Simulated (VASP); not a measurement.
# A point defect in a supercell of LaAl2Ag3

How easily does a point defect form in LaAl2Ag3? The host is relaxed first, then a supercell is run with and without the defect. The start is a cell from a database of measured crystal structures.

Method: PBEsol; plane waves and PAW (La, Ag, Al), in the first sound run; inputs show where later runs differ, in VASP 6.6.1.

## Step 1: The host crystal

It takes space group P6/mmm (No. 191, hexagonal). The conventional cell has a = 5.565 Å, b = 5.565 Å, c = 4.521 Å, α = 90.00°, β = 90.00°, γ = 120.00°. Nearest to La lie 6 Al at 3.21 Å and 12 Ag at 3.58 Å. Nearest to Ag lie 4 Al at 2.77 Å and 4 Ag at 2.78 Å and 4 La at 3.58 Å. Nearest to Al lie 6 Ag at 2.77 Å and 3 La at 3.21 Å and 3 Al at 3.21 Å. Farther neighbours are not listed.

## Step 2: Relaxing the host crystal

Cell and atoms are relaxed first, so that later runs start from this functional's own cell.

INCAR

```
SYSTEM = LaAl2Ag3
PREC = Accurate
ENCUT = 400
EDIFF = 1E-06
NELM = 120
ISMEAR = 0
SIGMA = 0.05
LREAL = .FALSE.
ALGO = Normal
GGA = PS
NBANDS = 31
LORBIT = 11
LWAVE = .FALSE.
LCHARG = .FALSE.
KPAR = 4
IBRION = 2
NSW = 40
ISIF = 3
EDIFFG = -0.02
POTIM = 0.4
```

POSCAR

```
LaAl2Ag3
1.0
    5.5650000000      0.0000000000      0.0000000000
   -2.7825000000      4.8194313721      0.0000000000
    0.0000000000      0.0000000000      4.5210000000
La Ag Al
1 3 2
Direct
    0.0000000000      0.0000000000      0.0000000000
    0.0000000000      0.5000000000      0.5000000000
    0.5000000000      0.5000000000      0.5000000000
    0.5000000000      0.0000000000      0.5000000000
    0.6666666667      0.3333333333      0.0000000000
    0.3333333333      0.6666666667      0.0000000000
```

KPOINTS

```
Automatic mesh
0
Gamma
4 4 4
0 0 0
```

PAW data sets: La, Ag and Al (PBE family, release 64).

Started as:

```console
$ mpirun -np 4 vasp_std
```

Output:

```text
[banner, memory and clock lines left out]
running    4 mpi-ranks, on    1 nodes
 distrk:  each k-point on    1 cores,    4 groups
 distr:  one band on    1 cores,    1 groups

 POSCAR found type information on POSCAR LaAgAl
 POSCAR found :  3 types and       6 ions
|                                                                             |
|               ----> ADVICE to this user running VASP <----                  |
|                                                                             |
|     You enforced a specific xc type in the INCAR file but a different       |
|     [... a line on the potential file left out ...]
|     I HOPE YOU KNOW WHAT YOU ARE DOING!                                     |
|                                                                             |

 LDA part: xc-table for (Slater+PW92), standard interpolation
 POSCAR, INCAR and KPOINTS ok, starting setup
 FFT: planning ... GRIDC
 FFT: planning ... GRID_SOFT
 FFT: planning ... GRID
 WAVECAR not read
 entering main loop
       N       E                     dE             d eps       ncg     rms          rms(c)
DAV:   1     0.354688113108E+03    0.35469E+03   -0.17586E+04   752   0.168E+03
DAV:   2     0.298986823689E+02   -0.32479E+03   -0.29801E+03   889   0.327E+02
DAV:   3    -0.231497347596E+02   -0.53048E+02   -0.49980E+02  1075   0.118E+02
DAV:   4    -0.280831939680E+02   -0.49335E+01   -0.47328E+01  1305   0.378E+01
DAV:   5    -0.283102731847E+02   -0.22708E+00   -0.21832E+00  1109   0.675E+00    0.133E+01
DAV:   6    -0.254879763822E+02    0.28223E+01   -0.37092E+01  1112   0.431E+01    0.108E+01
DAV:   7    -0.251489432563E+02    0.33903E+00   -0.45484E+00  1177   0.180E+01    0.409E+00
DAV:   8    -0.250758763302E+02    0.73067E-01   -0.75879E-01  1106   0.466E+00    0.124E+00
DAV:   9    -0.250614005160E+02    0.14476E-01   -0.59442E-02  1116   0.191E+00    0.426E-01
DAV:  10    -0.250583206212E+02    0.30799E-02   -0.25527E-02  1209   0.950E-01    0.131E-01
DAV:  11    -0.250586025324E+02   -0.28191E-03   -0.18688E-03  1205   0.188E-01    0.664E-02
DAV:  12    -0.250587419400E+02   -0.13941E-03   -0.53183E-04  1322   0.103E-01    0.405E-02
DAV:  13    -0.250587550152E+02   -0.13075E-04   -0.25201E-04  1242   0.837E-02    0.153E-02
DAV:  14    -0.250587624953E+02   -0.74801E-05   -0.74314E-05  1195   0.422E-02    0.645E-03
DAV:  15    -0.250587635950E+02   -0.10997E-05   -0.84419E-06  1019   0.113E-02    0.437E-03
DAV:  16    -0.250587636738E+02   -0.78817E-07   -0.22094E-06   869   0.749E-03
   1 F= -.25058764E+02 E0= -.25054585E+02  d E =-.250588E+02
 curvature:   0.00 expect dE= 0.000E+00 dE for cont linesearch  0.000E+00
 trial: gam= 0.00000 g(F)=  0.113E-46 g(S)=  0.181E+00 ort = 0.000E+00 (trialstep = 0.100E+01)
 search vector abs. value=  0.181E+00
 bond charge predicted
       N       E                     dE             d eps       ncg     rms          rms(c)
DAV:   1    -0.263553414160E+02   -0.12966E+01   -0.27487E+01  1050   0.482E+01    0.698E+00
DAV:   2    -0.252939587220E+02    0.10614E+01   -0.61049E+00   983   0.215E+01    0.258E+00
DAV:   3    -0.252125728400E+02    0.81386E-01   -0.34733E-01  1217   0.465E+00    0.116E+00
DAV:   4    -0.251870753858E+02    0.25497E-01   -0.15592E-01  1258   0.226E+00    0.358E-01
DAV:   5    -0.251841455500E+02    0.29298E-02   -0.18308E-02  1185   0.951E-01    0.258E-01
DAV:   6    -0.251839056486E+02    0.23990E-03   -0.44030E-03  1290   0.397E-01    0.839E-02
DAV:   7    -0.251839461186E+02   -0.40470E-04   -0.45446E-04  1008   0.143E-01    0.430E-02
DAV:   8    -0.251839847885E+02   -0.38670E-04   -0.15175E-04  1252   0.738E-02    0.179E-02
DAV:   9    -0.251839987127E+02   -0.13924E-04   -0.61085E-05  1146   0.363E-02    0.957E-03
DAV:  10    -0.251839984091E+02    0.30365E-06   -0.20958E-05  1321   0.305E-02    0.506E-03
DAV:  11    -0.251839996118E+02   -0.12028E-05   -0.11458E-05   953   0.122E-02    0.182E-03
DAV:  12    -0.251839995272E+02    0.84623E-07   -0.85284E-07   747   0.788E-03
   2 F= -.25184000E+02 E0= -.25180627E+02  d E =-.125236E+00
[...]
3 F= -.25195001E+02 E0= -.25192261E+02  d E =-.136237E+00
[...]
4 F= -.25235779E+02 E0= -.25234566E+02  d E =-.407781E-01
[...]
5 F= -.25241220E+02 E0= -.25239123E+02  d E =-.462190E-01
[...]
6 F= -.25241241E+02 E0= -.25239312E+02  d E =-.462399E-01
[...]
7 F= -.25241239E+02 E0= -.25239473E+02  d E =-.462376E-01
 curvature:  -2.37 expect dE=-0.570E-03 dE for cont linesearch -0.115E-04
 ZBRENT: accuracy reached
 trial: gam=-0.03883 g(F)=  0.281E-47 g(S)=  0.240E-03 ort = 0.633E-03 (trialstep = 0.118E+01)
 search vector abs. value=  0.316E-03
 bond charge predicted
       N       E                     dE             d eps       ncg     rms          rms(c)
DAV:   1    -0.252438934522E+02   -0.26553E-02   -0.63174E-02  1019   0.226E+00    0.332E-01
DAV:   2    -0.252414904746E+02    0.24030E-02   -0.11832E-02   996   0.939E-01    0.126E-01
DAV:   3    -0.252413406330E+02    0.14984E-03   -0.70600E-04  1163   0.191E-01    0.668E-02
DAV:   4    -0.252412790292E+02    0.61604E-04   -0.19681E-04  1233   0.859E-02    0.159E-02
DAV:   5    -0.252412738162E+02    0.52130E-05   -0.33938E-05  1178   0.414E-02    0.128E-02
DAV:   6    -0.252412723865E+02    0.14296E-05   -0.54043E-06  1002   0.175E-02    0.331E-03
DAV:   7    -0.252412721263E+02    0.26021E-06   -0.69526E-07   506   0.715E-03
   8 F= -.25241272E+02 E0= -.25239682E+02  d E =-.335694E-04
 trial-energy change:   -0.000034  1 .order   -0.000043   -0.000255    0.000168
 step:   0.6712(harm=  0.7116)  dis= 0.00000  next Energy=   -25.241309 (dE=-0.706E-04)
 reached required accuracy - stopping structural energy minimisation
```

It took 91 s on 4 MPI ranks of Intel Xeon Platinum 8488C (Sapphire Rapids), shared host; peak memory 0.88 GiB; 6 min of CPU time.

Lines that name or quote the potential files are left out of all logs, and their timing lines are given in words.

From OUTCAR (step 2):

```text
ion  position               nearest neighbor table
   1  0.000  0.000  0.000-   5 3.21   6 3.21   5 3.21   6 3.21   5 3.21   6 3.21   4 3.58   4 3.58
                             4 3.58   4 3.58   2 3.58   2 3.58   2 3.58   2 3.58   3 3.58   3 3.58
   2  0.000  0.500  0.500-   5 2.77   6 2.77   5 2.77   6 2.77   3 2.78   3 2.78   4 2.78   4 2.78
                             1 3.58   1 3.58   1 3.58   1 3.58
   3  0.500  0.500  0.500-   5 2.77   6 2.77   5 2.77   6 2.77   2 2.78   2 2.78   4 2.78   4 2.78
                             1 3.58   1 3.58   1 3.58   1 3.58
   4  0.500  0.000  0.500-   5 2.77   6 2.77   5 2.77   6 2.77   2 2.78   3 2.78   3 2.78   2 2.78
                             1 3.58   1 3.58   1 3.58   1 3.58
   5  0.667  0.333  0.000-   2 2.77   2 2.77   4 2.77   4 2.77   3 2.77   3 2.77   6 3.21   1 3.21
                             6 3.21   1 3.21   1 3.21   6 3.21
   6  0.333  0.667  0.000-   2 2.77   2 2.77   4 2.77   4 2.77   3 2.77   3 2.77   1 3.21   5 3.21
                             5 3.21   1 3.21   1 3.21   5 3.21

  LATTYP: Found a hexagonal cell.
 ALAT       =     5.5650000000
 C/A-ratio  =     0.8123989218

 Subroutine GETGRP returns: Found 24 space group operations
 (whereof 24 operations were pure point group operations)

The static configuration has the point symmetry D_6h.

 Found     12 irreducible k-points:

   k-points           NKPTS =     12   k-points in BZ     NKDIM =     12   number of bands    NBANDS=     31

   dimension x,y,z NGX =    36 NGY =   36 NGZ =   30
   dimension x,y,z NGXF=    72 NGYF=   72 NGZF=   60

   ENCUT  =  400.0 eV  29.40 Ry    5.42 a.u.   9.08  9.08  7.37*2*pi/ulx,y,z

   NELECT =      50.0000    total number of electrons

 k-points in reciprocal lattice and weights: Automatic mesh
   0.00000000  0.00000000  0.00000000       0.016
   0.25000000  0.00000000  0.00000000       0.094
   0.50000000  0.00000000  0.00000000       0.047
   0.25000000  0.25000000  0.00000000       0.094
   0.00000000  0.00000000  0.25000000       0.031
   0.25000000  0.00000000  0.25000000       0.188
   0.50000000  0.00000000  0.25000000       0.094
   0.25000000  0.25000000  0.25000000       0.188
   0.00000000  0.00000000  0.50000000       0.016
   0.25000000  0.00000000  0.50000000       0.094
   0.50000000  0.00000000  0.50000000       0.047
   0.25000000  0.25000000  0.50000000       0.094

 average (electrostatic) potential at core
       1 -95.7369       2 -71.2832       3 -71.2832       4 -71.2832       5 -71.7722
       6 -71.7722

 E-fermi :   8.4929

 k-point     1 :       0.0000    0.0000    0.0000
  band No.  band energies     occupation
    ...
     20       4.4420      2.00000
     21       5.1034      2.00000
     22       7.2526      2.00000
     23       7.2526      2.00000
     24       7.7521      2.00000
     25       8.6580      0.00000
     26       8.7215      0.00000
     27       8.7215      0.00000
     28      10.2887      0.00000
     29      10.2887      0.00000
    ...

 k-point     2 :       0.2500    0.0000    0.0000
  band No.  band energies     occupation
    ...
     20       4.2866      2.00000
     21       4.5963      2.00000
     22       7.2180      2.00000
     23       7.2210      2.00000
     24       8.1018      2.00000
     25       8.5662      0.03809
     26       8.8288      0.00000
     27       8.8872      0.00000
     28      10.2155      0.00000
     29      10.2749      0.00000
    ...

 k-point     3 :       0.5000    0.0000    0.0000
  band No.  band energies     occupation
    ...
     20       3.9538      2.00000
     21       4.1582      2.00000
     22       6.3096      2.00000
     23       7.2825      2.00000
     24       8.4371      1.88519
     25       8.7340      0.00000
     26       8.7574      0.00000
     27      10.0603      0.00000
     28      10.1154      0.00000
     29      10.1684      0.00000
    ...

  Total       -0.0236133     -0.0236133     -0.0968637      0.0000000      0.0000000      0.0000000
  in kB       -0.3224909     -0.3224909     -1.3228812      0.0000000      0.0000000      0.0000000
  external PRESSURE =      -0.6559543 kB  Pullay stress =       0.0000000 kB

  energy-cutoff  :      400.00
  volume of cell :      117.31
      direct lattice vectors                 reciprocal lattice vectors
     5.664309321  0.000000000  0.000000000     0.176544031  0.101927744 -0.000000000
    -2.832154660  4.905435767 -0.000000000    -0.000000000  0.203855488  0.000000000
     0.000000000 -0.000000000  4.222076932    -0.000000000  0.000000000  0.236850255

 POSITION                                       TOTAL-FORCE (eV/Angst)
 -----------------------------------------------------------------------------------
      0.00000      0.00000      0.00000         0.000000      0.000000     -0.000000
     -1.41608      2.45272      2.11104         0.000000      0.000000     -0.000000
      1.41608      2.45272      2.11104         0.000000     -0.000000     -0.000000
      0.00000      4.90544      2.11104         0.000000     -0.000000     -0.000000
      2.83215      1.63515     -0.00000         0.000000      0.000000      0.000000
     -0.00000      3.27029      4.22208        -0.000000      0.000000     -0.000000
 -----------------------------------------------------------------------------------
    total drift:                                0.000000      0.000000      0.000000

  FREE ENERGIE OF THE ION-ELECTRON SYSTEM (eV)
  ---------------------------------------------------
  free  energy   TOTEN  =       -25.2412721263 eV

  energy  without entropy=      -25.2380915543  energy(sigma->0) =      -25.23968184

 reached required accuracy - stopping structural energy minimisation

 total charge
# of ion       s       p       d       f       tot
--------------------------------------------------
    1        2.037   5.620   0.747   0.091   8.495
    2        0.486   0.457   9.054   0.000   9.997
    3        0.486   0.457   9.054   0.000   9.997
    4        0.486   0.457   9.054   0.000   9.997
    5        0.415   0.355   0.000   0.000   0.769
    6        0.415   0.355   0.000   0.000   0.769
--------------------------------------------------
tot          4.324   7.700  27.909   0.091  40.025

[... 3 further parts left out ...]
```

The k-mesh is coarse for a metal. The PAW data sets were made with PBE, which is usual practice but a small mismatch for other functionals. The run keeps the 24 symmetry operations of its start, so it cannot find a distortion of lower symmetry.

The steps of the relaxation:

```tsv
step	energy less that of the first step (eV)	largest force (eV/Å)	pressure (GPa)	volume (Å³)
1	0.0000	0.0000	-2.65	121.25
2	-0.1252	0.0000	0.47	116.58
3	-0.1362	0.0000	2.02	114.80
4	-0.1770	0.0000	0.63	116.36
5	-0.1825	0.0000	0.10	117.18
6	-0.1825	0.0000	0.12	117.14
7	-0.1825	0.0000	0.15	117.09
8	-0.1825	0.0000	-0.07	117.31
```

```tsv
conventional cell, symmetrised	before	after	change
a (Å)	5.565	5.664	+1.8 %
b (Å)	5.565	5.664	+1.8 %
c (Å)	4.521	4.222	-6.6 %
volume (Å³/atom)	20.21	19.55	-3.2 %
```

Final coordinates:

```
La Ag Al
1.0
     5.66431    0.00000    0.00000
    -2.83215    4.90544    0.00000
     0.00000    0.00000    4.22208
La Ag Al
1 3 2
Direct
  0.00000 0.00000 0.00000
  0.00000 0.50000 0.50000
  0.50000 0.50000 0.50000
  0.50000 0.00000 0.50000
  0.66667 0.33333 0.00000
  0.33333 0.66667 0.00000
```

Numbers from this step:

```
electronic cycles                               : 73
electrons                                       : 50
free energy (TOTEN)                             : -25.24 eV
energy at zero smearing                         : -25.24 eV
Fermi energy                                    : 8.493 eV
labelled metallic, from the levels on this mesh : yes
```

The run ended after 8 ionic steps, 0.183 eV below its first step, once forces and stress met EDIFFG = -0.02.

An edge changed by 7 % against the database cell. In a metal the coarse mesh may share the blame.

(Continued in part 2 of 4.)

[Lines on the potential files, build, host, timing and source positions are cut from VASP's logs without a mark.]

[Logs are printed without paths, hosts, clocks, repeated set-up lines and the standing remarks that a program may print on its own settings, such as how far it seeks lower states.]

[Hosts, paths, dates, database ids (printed as entryN), source tags and the programs' standing remarks are cut or masked in the printed files.]

[In band tables of VASP the shares of atoms and orbitals are scaled to a sum of 1 inside the atoms' spheres.]

[Runs that stopped without an error message from VASP are left out.]
